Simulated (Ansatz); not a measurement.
WS2 (Tungstenite):

```xyz
6
Lattice="3.1800 0.0000 0.0000 -1.5900 2.7540 0.0000 0.0000 0.0000 12.5000" Properties=species:S:1:pos:R:3 pbc="T T T"
W     1.5900    0.9180    9.3750
W     0.0000    1.8360    3.1250
S     1.5900    0.9180    4.6875
S     0.0000    1.8360   10.9375
S     1.5900    0.9180    1.5625
S     0.0000    1.8360    7.8125
```

```yaml
Program: Ansatz 0.2.0
Task: relaxation of cell and atoms
Functional: PBEsol
Dispersion: D4
Potentials_or_basis: Ansatz PAW
Cutoff: "420 eV (not typed: the program's choice for these potentials)"
k_mesh: 10 × 10 × 3
Occupations: fermi-dirac, width 0.05 eV
Spin: no spin polarisation
```

At the start: volume 18.24 Å³/atom.

Q: How do energy, volume and symmetry change on relaxing?

A: It ends after 6 steps and the volume is 16.93 Å³/atom (-7.2 %); space group P6_3/mmc (No. 194, to 0.05 Å).

Step by step:
| step | energy change (eV) | largest force (eV/Å) | volume (Å³) |
| --- | --- | --- | --- |
| 1 | 0.0000 | 0.1391 | 109.47 |
| 2 | -0.0868 | 0.1117 | 103.84 |
| 3 | -0.0943 | 0.0481 | 100.60 |
| 4 | -0.0960 | 0.0015 | 101.75 |
| 5 | -0.0961 | 0.0016 | 101.60 |
| 6 | -0.0950 | 0.0014 | 101.60 |

Final structure:
```yaml
crystal:
  lattice:
    - [3.12689, 0.00000, 0.00000]
    - [-1.56345, 2.70797, 0.00000]
    - [0.00000, 0.00000, 11.99899]
  atoms:
    - { symbol: W, position: [0.66667, 0.33333, 0.75000] }
    - { symbol: W, position: [0.33333, 0.66667, 0.25000] }
    - { symbol: S, position: [0.66667, 0.33333, 0.38093] }
    - { symbol: S, position: [0.33333, 0.66667, 0.88093] }
    - { symbol: S, position: [0.66667, 0.33333, 0.11907] }
    - { symbol: S, position: [0.33333, 0.66667, 0.61907] }
```

Caveat: the plane-wave basis is chosen anew once the cell has moved, so the energies of steps on either side of that aren't comparable; the PAW data sets come from PBE, with cores solved anew for the run's functional, which leaves a small shift of forces and pressure.
